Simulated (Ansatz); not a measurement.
Runs of Ansatz 0.2.0 on BAs. The structure is cubic, space group Pm-3m (No. 221). The conventional cell has a = 2.957 Å, b = 2.957 Å, c = 2.957 Å, α = 90.00°, β = 90.00°, γ = 90.00°. B (site symmetry m-3m) is surrounded by 8 As at 2.56 Å. As (site symmetry m-3m) has 8 B at 2.56 Å as nearest neighbours. The cell was built by a generator and needn't be a form met in nature.

| task | level | cell | cutoff (eV) | gap on the mesh (eV) | pressure (GPa) |
| --- | --- | --- | --- | --- | --- |
| relaxation of cell and atoms | HSEsol | relaxed | 420 | none | 0.0 |
| single point | r2SCANh | as given | 500 | none | -7.4 |
| single point | HF | as given | 420 | none | 0.0 |
| single point | r2SCAN50 | as given | 500 | none | -12.3 |
| single point | r2SCAN0 | as given | 500 | none | (a) |

Alike in all rows: potentials or basis Ansatz PAW; no spin polarisation; k mesh 5 × 5 × 5; smearing fermi-dirac 0.05 eV; the mesh is coarse, so values aren't converged.

Task: Fill in the values left out.

Result: (a) -9.4.

Caveats: all runs use coarse meshes; the PAW data sets come from PBE, with cores solved anew for the run's functional, which leaves a small shift of forces and pressure; the thresholds are loose for stress (some runs); the plane-wave basis is chosen anew once the cell has moved, so the energies of steps on either side of that aren't comparable (some runs).

A k mesh can miss the band edges, and the runs leave out spin-orbit coupling on As.

A gap of «none» marks a metal or a gap under the smearing width.
